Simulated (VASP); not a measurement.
# NiO (Fm-3m) in VASP: a series of runs, part 2 of 3

VASP 6.6.1.

## (4) Optical spectrum, PBE, collinear spin, ferromagnetic start

The input, INCAR:

```
SYSTEM = NiO
PREC = Accurate
ENCUT = 520
EDIFF = 1E-7
ISMEAR = 0
SIGMA = 0.02
LREAL = .FALSE.
LASPH = .TRUE.
NELM = 120
ALGO = Normal
ISIF = 2
LWAVE = .FALSE.
LCHARG = .FALSE.
ISPIN = 2
MAGMOM = 1 0
LORBIT = 11
LMAXMIX = 4
GGA = PE
LOPTICS = .TRUE.
NBANDS = 56
NEDOS = 1000
CSHIFT = 0.1
```

The input, KPOINTS:

```
Automatic mesh
0
G
  11 11 11
  0 0 0
```

The input, POSCAR:

```
NiO
1.0
    0.0000000000      2.0859016414      2.0859016414
    2.0859016414      0.0000000000      2.0859016414
    2.0859016414      2.0859016414      0.0000000000
Ni O
1 1
Direct
    0.0000000000      0.0000000000      0.0000000000
    0.5000000000      0.5000000000      0.5000000000
```

Potentials or basis: VASP PAW PBE potentials, release 64 (Ni, O).

Run with:

```sh
cat potpaw_PBE.64/Ni/POTCAR potpaw_PBE.64/O/POTCAR > POTCAR
mpirun -np 1 vasp_std > vasp.out
```

OUTCAR:

```text
SYSTEM = NiO
   PREC = Accurate
   ENCUT = 520
   EDIFF = 1E-7
   ISMEAR = 0
   LREAL = .FALSE.
   LASPH = .TRUE.
   NELM = 120
   ISIF = 2
   ISPIN = 2
   LORBIT = 11
   GGA = PE

 ion  position               nearest neighbor table
   1  0.000  0.000  0.000-   2 2.09   2 2.09   2 2.09   2 2.09   2 2.09   2 2.09
   2  0.500  0.500  0.500-   1 2.09   1 2.09   1 2.09   1 2.09   1 2.09   1 2.09

  LATTYP: Found a face centered cubic cell.
 ALAT       =     4.1718032828

  Lattice vectors:

 A1 = (   0.0000000000,   2.0859016414,   2.0859016414)
 A2 = (   2.0859016414,   0.0000000000,   2.0859016414)
 A3 = (   2.0859016414,   2.0859016414,   0.0000000000)

Analysis of symmetry for initial positions (statically):
=====================================================================
 Subroutine PRICEL returns:
 Original cell was already a primitive cell.

 Routine SETGRP: Setting up the symmetry group for a
 face centered cubic supercell.

 Subroutine GETGRP returns: Found 48 space group operations
 (whereof 48 operations were pure point group operations)
 out of a pool of 48 trial point group operations.

The static configuration has the point symmetry O_h .

Analysis of symmetry for dynamics (positions and initial velocities):
=====================================================================
 Subroutine PRICEL returns:
 Original cell was already a primitive cell.

[... 1326 lines left out ...]
       0.031      -0.000      -0.000
      -0.000       0.031      -0.000
      -0.000      -0.000       0.031

  frequency dependent IMAGINARY DIELECTRIC FUNCTION (independent particle, no local field effects) density-density
     E(ev)      X         Y         Z        XY        YZ        ZX
  --------------------------------------------------------------------------------------------------------------
     0.00000     0.00000     0.00000     0.00000    -0.00000    -0.00000    -0.00000
     1.46501     2.99453     2.99453     2.99453     0.00000     0.00000    -0.00000
     2.93002     0.74862     0.74862     0.74862    -0.00000    -0.00000     0.00000
     4.39503     7.57303     7.57303     7.57303     0.00000     0.00000     0.00000
     5.86004     3.46043     3.46043     3.46043     0.00000    -0.00000    -0.00000
     7.32505     1.73843     1.73843     1.73843    -0.00000     0.00000     0.00000
[... 92 lines left out ...]
   143.57101     0.00000     0.00000     0.00000     0.00000     0.00000     0.00000
   145.03603     0.00000     0.00000     0.00000     0.00000     0.00000     0.00000

  frequency dependent      REAL DIELECTRIC FUNCTION (independent particle, no local field effects) density-density
     E(ev)        X           Y           Z          XY          YZ          ZX
  --------------------------------------------------------------------------------------------------------------
     0.00000   156.73434   156.73434   156.73434    -0.00000    -0.00000    -0.00000
     1.46501    -0.33051    -0.33051    -0.33051     0.00000     0.00000     0.00000
     2.93002     3.47590     3.47590     3.47590     0.00000     0.00000    -0.00000
     4.39503     5.86232     5.86232     5.86232    -0.00000     0.00000     0.00000
     5.86004     2.02847     2.02847     2.02847     0.00000    -0.00000     0.00000
     7.32505     1.82904     1.82904     1.82904     0.00000     0.00000    -0.00000
[... 92 lines left out ...]
   143.57101     0.94814     0.94814     0.94814     0.00000     0.00000    -0.00000
   145.03603     0.94937     0.94937     0.94937     0.00000     0.00000    -0.00000

  frequency dependent IMAGINARY DIELECTRIC FUNCTION (independent particle, no local field effects) current-current
     E(ev)      X         Y         Z        XY        YZ        ZX
  --------------------------------------------------------------------------------------------------------------
     0.00000   150.66692   150.66692   150.66692     0.00000    -0.00000    -0.00000
     1.46501     3.06168     3.06168     3.06168     0.00000    -0.00000    -0.00000
     2.93002     0.73510     0.73510     0.73510     0.00000     0.00000     0.00000
     4.39503     7.56166     7.56166     7.56166    -0.00000    -0.00000     0.00000
     5.86004     3.45174     3.45174     3.45174     0.00000     0.00000     0.00000
     7.32505     1.73228     1.73228     1.73228     0.00000     0.00000     0.00000
[... 92 lines left out ...]
   143.57101    -0.00000    -0.00000    -0.00000     0.00000     0.00000     0.00000
   145.03603    -0.00000    -0.00000    -0.00000     0.00000     0.00000     0.00000

  frequency dependent      REAL DIELECTRIC FUNCTION (independent particle, no local field effects) current-current
     E(ev)        X           Y           Z          XY          YZ          ZX
  --------------------------------------------------------------------------------------------------------------
     0.00000   -26.63805   -26.63805   -26.63805    -0.00000     0.00000    -0.00000
     1.46501     0.60100     0.60100     0.60100    -0.00000     0.00000     0.00000
     2.93002     3.74146     3.74146     3.74146     0.00000     0.00000     0.00000
     4.39503     5.73408     5.73408     5.73408    -0.00000    -0.00000     0.00000
     5.86004     1.96917     1.96917     1.96917    -0.00000    -0.00000     0.00000
     7.32505     1.82104     1.82104     1.82104    -0.00000     0.00000    -0.00000
[... 92 lines left out ...]
   143.57101     0.94830     0.94830     0.94830    -0.00000    -0.00000     0.00000
   145.03603     0.94953     0.94953     0.94953    -0.00000    -0.00000     0.00000

 total charge

# of ion       s       p       d       tot
------------------------------------------
    1        0.334   0.408   8.246   8.988
    2        1.556   3.428   0.000   4.984
--------------------------------------------------
tot          1.890   3.836   8.246  13.972

 magnetization (x)

# of ion       s       p       d       tot
------------------------------------------
    1        0.012   0.015   1.429   1.456
    2        0.028   0.246   0.000   0.274
--------------------------------------------------
tot          0.040   0.261   1.429   1.730
```

stdout:

```text
POSCAR found type information on POSCAR NiO
 POSCAR found :  2 types and       2 ions
 scaLAPACK will be used
 LDA part: xc-table for (Slater+PW92), standard interpolation
 POSCAR, INCAR and KPOINTS ok, starting setup
 FFT: planning ... GRIDC
 FFT: planning ... GRID_SOFT
 FFT: planning ... GRID
 WAVECAR not read
 entering main loop
 optical routines
 imaginary and real dielectric function
 recalculating local potential from charge density
 direction            1
 direction            2
 direction            3
```

Run time: 2.3 min. Hardware: 1 thread of Intel Xeon Platinum 8259CL at 2.50GHz (Skylake/Cascade Lake), shared host; peak memory 0.25 GiB.

Results:

```yaml
Free_energy: -11.4672 eV
Pressure: 6.1 GPa
Band_gap_on_the_k_mesh: none (metal or under the smearing width)
Net_moment: 1.77 μB per cell
Site_moments: Ni +1.46; O +0.27 μB
Valence_electrons_inside_the_program's_atomic_spheres: Ni 8.99; O 4.98
```

Dielectric function (mean over the directions given):
| energy (eV) | real part | imaginary part |
| --- | --- | --- |
| 0.29 | -17.78 | 9.96 |
| 1.32 | -1.95 | 4.74 |
| 2.34 | 2.15 | 2.45 |
| 3.37 | 4.91 | 0.24 |
| 4.39 | 5.86 | 7.57 |
| 5.42 | 2.40 | 7.70 |
| 6.45 | 1.26 | 3.51 |
| 7.47 | 1.78 | 3.96 |
| 8.50 | 2.20 | 1.74 |
| 9.52 | 2.07 | 1.88 |
| 10.55 | 3.03 | 2.87 |
| 11.57 | 3.00 | 4.91 |
| 12.60 | 1.45 | 3.75 |
| 13.62 | 0.52 | 2.95 |
| 14.65 | 1.24 | 2.96 |
| 15.68 | 1.05 | 3.52 |
| 16.70 | 0.00 | 4.37 |
| 17.73 | -0.64 | 1.74 |
| 18.75 | -0.61 | 1.43 |
| 19.92 | 0.04 | 1.38 |

Caveat: spectra need much finer meshes, so this one isn't converged; independent-particle spectra lack excitons; the intraband (Drude) part of a metal's response may be missing; a cell with one magnetic atom can't hold antiferromagnetic order, which such compounds often take; semilocal functionals often make such compounds metallic where correlation or magnetic order opens a gap, which also shifts bond lengths.

[end of part 2 of 3]
